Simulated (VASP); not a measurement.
## A VASP 6.6.1 single-point calculation on MgS

INCAR

```
NELM = 120
LWAVE = .FALSE.
NSW = 0
EDIFF = 1E-7
NELMIN = 8
METAGGA = RTPSS
ISMEAR = -1
ISIF = 2
PREC = Accurate
LCHARG = .FALSE.
NBANDS = 11
SIGMA = 0.02
LREAL = .FALSE.
ENCUT = 520
LASPH = .TRUE.
IBRION = -1
```

KPOINTS

```
KPOINTS created by Atomic Simulation Environment
0
Monkhorst-Pack
8 8 8
0 0 0
```

POSCAR

```
Mg S
 1.0000000000000000
    -0.0130075897000000    2.6015179370000001    2.6015179370000001
     2.6015179370000001   -0.0130075897000000    2.6015179370000001
     2.6015179370000001    2.6015179370000001   -0.0130075897000000
 Mg  S
   1   1
Cartesian
  0.0000000000000000  0.0000000000000000  0.0000000000000000
  2.5950141421500001  2.5950141421500001  2.5950141421500001
```

The recommended PBE PAW datasets give the neutral cell 8 valence electrons.

Command

```
mpirun -np 1 vasp_std
```

Problem. How does this run end, and what does it give?

Solution. It converged. Results: gap between bands v and c on the k mesh 3.25 eV; least direct gap on the k mesh 4.28 eV; pressure -0.2 GPa. Band v is the last that the valence electrons fill when counted band by band, and c is the next.

OSZICAR

```
N       E                     dE             d eps       ncg     rms          rms(c)
DAV:   1     0.312982487507E+02    0.31298E+02   -0.37862E+03  1336   0.660E+02
DAV:   2    -0.809594400337E+01   -0.39394E+02   -0.36705E+02  1908   0.149E+02
DAV:   3    -0.108565427706E+02   -0.27606E+01   -0.27460E+01  1767   0.390E+01
DAV:   4    -0.108990104727E+02   -0.42468E-01   -0.42455E-01  1882   0.610E+00
DAV:   5    -0.108994482790E+02   -0.43781E-03   -0.43779E-03  1845   0.517E-01    0.624E+00
DAV:   6    -0.114078124470E+02   -0.50836E+00   -0.57696E+00  1335   0.265E+01    0.251E+00
DAV:   7    -0.113497468672E+02    0.58066E-01   -0.61526E-01  1613   0.361E+00    0.143E+00
DAV:   8    -0.113549111675E+02   -0.51643E-02   -0.24791E-02  1449   0.980E-01    0.123E+00
DAV:   9    -0.113529026452E+02    0.20085E-02   -0.13349E-02  1554   0.610E-01    0.398E-01
DAV:  10    -0.113529609553E+02   -0.58310E-04   -0.36211E-03  1578   0.281E-01    0.332E-01
DAV:  11    -0.113529880381E+02   -0.27083E-04   -0.30782E-04  1473   0.864E-02    0.281E-02
DAV:  12    -0.113529895734E+02   -0.15353E-05   -0.12521E-05  1537   0.185E-02    0.244E-02
DAV:  13    -0.113529883884E+02    0.11851E-05   -0.43476E-07  1539   0.483E-03    0.399E-03
DAV:  14    -0.113529882894E+02    0.98904E-07   -0.24346E-08   851   0.128E-03
   1 F= -.11352988E+02 E0= -.11352988E+02  d E =-.149347E-11
```

The shifted mesh misses Γ, so a band edge there is missed.

For comparison, a separate PBE run of the intended cell, on usual settings and not on those above, gives a gap of 2.71 eV on its mesh and a pressure of 0.3 GPa.
